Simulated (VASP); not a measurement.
# PbO (Litharge) (P4/nmm) in VASP: settings compared

One crystal, PbO (Litharge), is run at these levels: PBE, r2SCAN; tasks: relaxation of the atoms, equation of state.

Program: VASP 6.6.1. These are calculated values, not measurements. Logs are shortened: lines on timing, memory, paths and dates and some standing lists are left out, and cuts for length are marked.

**1. The structure**

It takes space group P4/nmm (No. 129, tetragonal). The conventional cell has a = 3.997 Å, b = 3.997 Å, c = 5.277 Å, α = 90.00°, β = 90.00°, γ = 90.00°. Around Pb (site symmetry 4mm) lie 4 O at 2.33 Å. O (site symmetry -4m2) has 4 Pb at 2.33 Å as nearest neighbours.

**2. Relaxation of the atoms, PBE, 18.38 Å³/atom (strain = -0.04)**

INCAR reads:

```
SYSTEM = PbO
ALGO     = Fast           ! electronic algorithm
EDIFF    = 1E-6           ! SCF threshold, eV
EDIFFG   = -0.02          ! ionic threshold
ENCUT    = 520            ! plane-wave cutoff, eV
GGA      = PE             ! functional
IBRION   = 2              ! ionic algorithm
ISIF     = 2              ! what is computed and relaxed
ISMEAR   = -1             ! smearing method
LASPH    = .True.         ! aspherical terms in the spheres
LCHARG   = .False.        ! write CHGCAR
LREAL    = .False.        ! projectors in reciprocal space
LWAVE    = .False.        ! write WAVECAR
NELM     = 100            ! most SCF steps
NSW      = 40             ! ionic steps
PREC     = Accurate       ! precision mode
SIGMA    = 0.05           ! smearing width, eV
```

KPOINTS reads:

```
k-points
0
Gamma
  5 5 5
  0 0 0
```

POSCAR reads:

```
PbO
1.0
    3.8304000000      0.0000000000      0.0000000000
    0.0000000000      3.8304000000      0.0000000000
    0.0000000000      0.0000000000      5.0100000000
Pb O
2 2
Direct
    0.5000000000      0.0000000000      0.7600000000
    0.0000000000      0.5000000000      0.2400000000
    0.5000000000      0.5000000000      0.0000000000
    0.0000000000      0.0000000000      0.0000000000
```

Potentials or basis: VASP PAW PBE potentials, release 64 (Pb_d, O).

The run is started by

```sh
> cat potpaw_PBE.64/Pb_d/POTCAR potpaw_PBE.64/O/POTCAR > POTCAR
> mpirun -np 1 vasp_std > vasp.out
```

OUTCAR:

```text
SYSTEM = PbO
   EDIFF = 1E-6
   EDIFFG = -0.02
   ENCUT = 520
   GGA = PE
   IBRION = 2
   ISIF = 2
   ISMEAR = -1
   LASPH = .True.
   LREAL = .False.
   NELM = 100
   NSW = 40
   PREC = Accurate

 ion  position               nearest neighbor table
   1  0.500  0.000  0.760-   3 2.26   4 2.26   3 2.26   4 2.26   2 3.62   2 3.62   2 3.62   2 3.62
                             2 3.76   2 3.76   2 3.76   2 3.76
   2  0.000  0.500  0.240-   3 2.26   4 2.26   4 2.26   3 2.26   1 3.62   1 3.62   1 3.62   1 3.62
                             1 3.76   1 3.76   1 3.76   1 3.76
   3  0.500  0.500  0.000-   1 2.26   2 2.26   1 2.26   2 2.26
   4  0.000  0.000  0.000-   1 2.26   2 2.26   2 2.26   1 2.26

  LATTYP: Found a simple tetragonal cell.
 ALAT       =     3.8304000000
 C/A-ratio  =     1.3079573935

  Lattice vectors:

 A1 = (   3.8304000000,   0.0000000000,   0.0000000000)
 A2 = (   0.0000000000,   3.8304000000,   0.0000000000)
 A3 = (   0.0000000000,   0.0000000000,   5.0100000000)

Analysis of symmetry for initial positions (statically):
=====================================================================
 Subroutine PRICEL returns:
 Original cell was already a primitive cell.

 Routine SETGRP: Setting up the symmetry group for a
 simple tetragonal supercell.

 Subroutine GETGRP returns: Found 16 space group operations
 (whereof  8 operations were pure point group operations)
 out of a pool of 16 trial point group operations.

The static configuration has the point symmetry D_2d.
 The point group associated with its full space group is D_4h.

Analysis of symmetry for dynamics (positions and initial velocities):
=====================================================================
 Subroutine PRICEL returns:
 Original cell was already a primitive cell.

 Routine SETGRP: Setting up the symmetry group for a
 simple tetragonal supercell.

 Subroutine GETGRP returns: Found 16 space group operations
 (whereof  8 operations were pure point group operations)
 out of a pool of 16 trial point group operations.

The dynamic configuration has the point symmetry D_2d.
 The point group associated with its full space group is D_4h.

 Subroutine INISYM returns: Found 16 space group operations
 (whereof  8 operations are pure point group operations),
 and found     1 'primitive' translations

----------------------------------------------------------------------------------------

                                     Primitive cell

  volume of cell :      73.5065

  direct lattice vectors                    reciprocal lattice vectors
     3.830400000  0.000000000  0.000000000     0.261069340  0.000000000  0.000000000
     0.000000000  3.830400000  0.000000000     0.000000000  0.261069340  0.000000000
     0.000000000  0.000000000  5.010000000     0.000000000  0.000000000  0.199600798

  length of vectors
     3.830400000  3.830400000  5.010000000     0.261069340  0.261069340  0.199600798

  position of ions in fractional coordinates (direct lattice)
     0.500000000  0.000000000  0.760000000
     0.000000000  0.500000000  0.240000000
     0.500000000  0.500000000  0.000000000
     0.000000000  0.000000000  0.000000000

  ion indices of the primitive-cell ions
   primitive index   ion index
                 1           1
                 2           2
                 3           3
                 4           4

----------------------------------------------------------------------------------------

 KPOINTS: k-points

Automatic generation of k-mesh.
 Grid dimensions read from file:
 generate k-points for:    5    5    5

 Generating k-lattice:
[... 55 lines left out ...]
   EDIFF  = 0.1E-05   stopping-criterion for ELM
   LREAL  =      F    real-space projection
   EDIFFG = -.2E-01   stopping-criterion for IOM
   NSW    =     40    number of steps for IOM
   IBRION =      2    ionic relax: 0-MD 1-quasi-New 2-CG
   NFREE  =      1    steps in history (QN), initial steepest desc. (CG)
   ISIF   =      2    stress and relaxation
   ISYM   =      2    0-nonsym 1-usesym 2-fastsym
[... 5 lines left out ...]
   EMIN   =  10.00;   EMAX   =-10.00  energy-range for DOS
   EFERMI =   0.00;   METHOD = LEGACY
   ISMEAR =    -1;   SIGMA  =   0.05  broadening in eV -4-tet -1-fermi 0-gaus
   EFERMI_NEDOS =   21; number of points for ismear=-14 and -15
   IALGO  =     68    algorithm
   IMIX   =      4    mixing-type and parameters
     AMIX     =   0.40;   BMIX     =  1.00
     AMIX_MAG =   1.60;   BMIX_MAG =  1.00
  volume/ion in A,a.u.               =      18.38       124.01
  Fermi-wavevector in a.u.,A,eV,Ry     =   1.336553  2.525719 24.305091  1.786374
  Thomas-Fermi vector in A             =   2.465171
   LORBIT       =      0    0 simple, 1 ext, 2 COOP (PROOUT), +10 PAW based schemes
   GGA     = PE    functional components
   LHFCALC =     F    Hartree Fock is set to
   AEXX    =    0.0000 exact exchange contribution
   IVDW    =     0    specifies the selected vdW correction
[... 8 lines left out ...]
   NGX = 15   NGY = 15   NGZ = 19

--------------------------------------- Ionic step        1  -------------------------------------------

 number of electron      39.9999980 magnetization

 Free energy of the ion-electron system (eV)
  ---------------------------------------------------
  ext. energy  EPLUGINS =         0.00000000
  ---------------------------------------------------
  free energy    TOTEN  =       -21.11115923 eV

  energy without entropy =      -21.11115916  energy(sigma->0) =      -21.11115919

------------------------ aborting loop because EDIFF is reached ----------------------------------------

  FORCE on cell =-STRESS in cart. coord.  units (eV):
  Direction    XX          YY          ZZ          XY          YZ          ZX
  --------------------------------------------------------------------------------------
  -------------------------------------------------------------------------------------
  Total        6.2742854      6.2742854      4.1586921      0.0000000      0.0000000      0.0000000
  in kB      136.7567810    136.7567810     90.6444801      0.0000000      0.0000000      0.0000000
  external PRESSURE =     121.3860141 kB  Pullay stress =       0.0000000 kB

 VOLUME and BASIS-vectors are now :
 -----------------------------------------------------------------------------
  energy-cutoff  :      520.00
  volume of cell :       73.51
      direct lattice vectors                 reciprocal lattice vectors
     3.830400000  0.000000000  0.000000000     0.261069340  0.000000000  0.000000000
     0.000000000  3.830400000  0.000000000     0.000000000  0.261069340  0.000000000
     0.000000000  0.000000000  5.010000000     0.000000000  0.000000000  0.199600798

 POSITION                                       TOTAL-FORCE (eV/Angst)
 -----------------------------------------------------------------------------------
      1.91520      0.00000      3.80760         0.000000      0.000000     -1.063291
      0.00000      1.91520      1.20240         0.000000     -0.000000      1.063291
      1.91520      1.91520      0.00000         0.000000      0.000000      0.000000
      0.00000      0.00000      0.00000         0.000000     -0.000000      0.000000
 -----------------------------------------------------------------------------------
    total drift:                                0.000000      0.000000     -0.000000

  FREE ENERGIE OF THE ION-ELECTRON SYSTEM (eV)
  ---------------------------------------------------
  free  energy   TOTEN  =       -21.1111592260 eV

  energy  without entropy=      -21.1111591563  energy(sigma->0) =      -21.11115919

--------------------------------------- Ionic step        2  -------------------------------------------

 number of electron      39.9999981 magnetization

 Free energy of the ion-electron system (eV)
  ---------------------------------------------------
  ext. energy  EPLUGINS =         0.00000000
  ---------------------------------------------------
  free energy    TOTEN  =       -21.16566346 eV

  energy without entropy =      -21.16566269  energy(sigma->0) =      -21.16566307

 E-fermi :   6.7594     XC(G=0): -10.2761

 val. band max:        6.2520145494   @ k =   0.0000   0.0000   0.0000
 cond. band min:       7.3347813075   @ k =   0.4000   0.4000   0.0000
 fundamental gap:      1.0827667580
 Fermi energy:         6.7593514245

 k-point     1 :       0.0000    0.0000    0.0000
  band No.  band energies     occupation
      1     -12.7716      2.00000
      2     -11.9846      2.00000
      3     -10.1244      2.00000
      4     -10.1244      2.00000
      5     -10.0890      2.00000
      6     -10.0490      2.00000
[... 475 lines left out ...]
     23      10.4266      0.00000
     24      11.6504      0.00000

------------------------ aborting loop because EDIFF is reached ----------------------------------------

  FORCE on cell =-STRESS in cart. coord.  units (eV):
  Direction    XX          YY          ZZ          XY          YZ          ZX
  --------------------------------------------------------------------------------------
  -------------------------------------------------------------------------------------
  Total        4.9535394      4.9535394      2.0316946      0.0000000      0.0000000      0.0000000
  in kB      107.9692835    107.9692835     44.2836103      0.0000000      0.0000000      0.0000000
  external PRESSURE =      86.7407257 kB  Pullay stress =       0.0000000 kB

 VOLUME and BASIS-vectors are now :
 -----------------------------------------------------------------------------
  energy-cutoff  :      520.00
  volume of cell :       73.51
      direct lattice vectors                 reciprocal lattice vectors
     3.830400000  0.000000000  0.000000000     0.261069340  0.000000000  0.000000000
     0.000000000  3.830400000  0.000000000     0.000000000  0.261069340  0.000000000
     0.000000000  0.000000000  5.010000000     0.000000000  0.000000000  0.199600798

 POSITION                                       TOTAL-FORCE (eV/Angst)
 -----------------------------------------------------------------------------------
      1.91520      0.00000      3.75630        -0.000000      0.000000     -0.007143
      0.00000      1.91520      1.25370         0.000000      0.000000      0.007143
      1.91520      1.91520      0.00000         0.000000     -0.000000      0.000000
      0.00000      3.83040      0.00000         0.000000      0.000000      0.000000
 -----------------------------------------------------------------------------------
    total drift:                                0.000000      0.000000     -0.000000

  FREE ENERGIE OF THE ION-ELECTRON SYSTEM (eV)
  ---------------------------------------------------
  free  energy   TOTEN  =       -21.1656634581 eV

  energy  without entropy=      -21.1656626879  energy(sigma->0) =      -21.16566307

 reached required accuracy - stopping structural energy minimisation
```

Run time: 36 s. Hardware: 1 thread of AMD EPYC 9R14 (Zen 4), shared host; peak memory 0.16 GiB.

Results:

- Free energy: -21.1657 eV
- Energy gained by relaxing: 13.6 meV/atom
- Ionic steps: 2
- Pressure after relaxing: 8.7 GPa
- Largest force after relaxing: 0.007 eV/Å
- Band gap on the k mesh: 1.08 eV, indirect (least direct gap 2.27 eV)

Caveat: spin-orbit coupling is left out, which as a rule narrows the gap of such compounds by several tenths of an eV; an odd mesh through Γ misses points on the zone boundary, where band edges often lie.

(Continued in part 2 of 2.)
